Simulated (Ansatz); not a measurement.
# MgS under changes of volume

One of the cells (22.740 Å³/atom); the others are scaled copies at fixed shape and fractional positions:

```
CELL_PARAMETERS angstrom
0.00000 2.83312 2.83312
2.83312 0.00000 2.83312
2.83312 2.83312 0.00000
ATOMIC_POSITIONS crystal
S 0.25000 0.25000 0.25000
Mg 0.00000 0.00000 0.00000
```

The cell comes from a database or a generator and needn't be the stable form of this composition.

| Quantity | Value |
| --- | --- |
| Program | Ansatz 0.2.0 |
| Functional | LDA |
| Potentials or basis | all-electron LAPW, scalar-relativistic |
| Cutoff | 209 eV (chosen from the basis error) |
| Basis error allowed | 0.001 eV/atom |
| k mesh | 8 × 8 × 8 |
| Occupations | fermi-dirac, width 0.05 eV |
| Spin | no spin polarisation |

```tsv
volume (Å³/atom)	energy over the lowest point (meV/atom)	pressure (GPa)	gap on the mesh (eV)
21.376	?	?	?
21.831	0.00	0.2	3.38
22.285	1.31	-1.1	3.27
22.740	5.92	-2.2	3.17
23.195	13.52	-3.2	3.08
23.650	23.80	-4.1	2.98
24.105	36.49	-4.9	2.89
```

**Question.** What does the run at 21.376 Å³/atom give?

**Answer.** Energy over the lowest point 2.38 meV/atom; pressure 1.5 GPa; gap on the mesh 3.49 eV.

Worked out: A Birch-Murnaghan fit of order 3 (a polynomial in V^(-2/3)) to the other rows has its minimum at 21.89 Å³/atom with B0 = V·E''(V) = 61 GPa and B' = 4.1. It gives 2.37 meV/atom at 21.376 Å³/atom, against the run's 2.38, and -dE/dV = 1.5 GPa, against 1.5. A straight line through the other rows of the gap, of slope -4.92 eV per unit of ln V (its deformation potential), extrapolates to 3.48 eV, against the run's 3.49.

Energies are extrapolated to zero smearing.

A mesh can miss the band edges.
